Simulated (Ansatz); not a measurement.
C3H6O2 can be A, `CCOC=O`, or B, `CCC(=O)O`.

Calculated with Ansatz (gas phase, PBE0-D4/def2-TZVP geometries, no zero-point term in ΔE). CCSD(T)/CBS is the MP2 limit (def2-TZVPP, def2-QZVPP) plus CCSD(T) − MP2 in def2-TZVPP, frozen cores. Functionals use def2-TZVPP. B3LYP here is the variant with VWN-RPA as its local correlation; programs differ in this. One conformer a species, not always the lowest.

A:

```xyz
11

C     0.839   -0.366   -1.019
C    -0.577   -0.217   -0.520
O    -0.706    0.912    0.361
C    -0.398    0.705    1.637
O    -0.032   -0.327    2.120
H     0.891   -1.185   -1.739
H     1.519   -0.592   -0.196
H     1.174    0.547   -1.515
H    -0.906   -1.113    0.009
H    -1.268   -0.006   -1.336
H    -0.536    1.642    2.197
```

B:

Z-matrix (Å, degrees):
```
C
C 1 1.514
H 1 1.091 2 110.5
H 1 1.091 2 111.0 3 -120.3
H 1 1.091 2 111.0 3 120.3
C 2 1.501 1 113.0 3 -180.0
H 2 1.095 1 111.8 3 -58.8
H 2 1.095 1 111.8 3 58.9
O 6 1.346 2 111.6 1 -179.9
O 6 1.200 2 126.0 1 0.1
H 9 0.967 6 106.5 2 -179.9
```

Which is lower in electronic energy at CCSD(T)/CBS, and by how much? (Estimate.)

The calculation gave: B, by 61.4 kJ/mol.

Give E(B) − E(A) in kJ/mol with B3LYP, PBE-D4, B2PLYP, HF/def2-TZVPP, CCSD/def2-TZVPP, PBE0-D4, r2SCAN-D4. (An estimate is asked.)

The calculation gave: B3LYP -56.6, PBE-D4 -59.3, B2PLYP -57.9, HF/def2-TZVPP -59.4, CCSD/def2-TZVPP -61.0, PBE0-D4 -63.8, r2SCAN-D4 -61.2. None reverses the order clearly.

Largest T1 diagnostic: 0.014.

From PBE to PBE0 (25 % exact exchange), in def2-TZVPP and without D4, E(B) − E(A) moves by −4.5 kJ/mol.
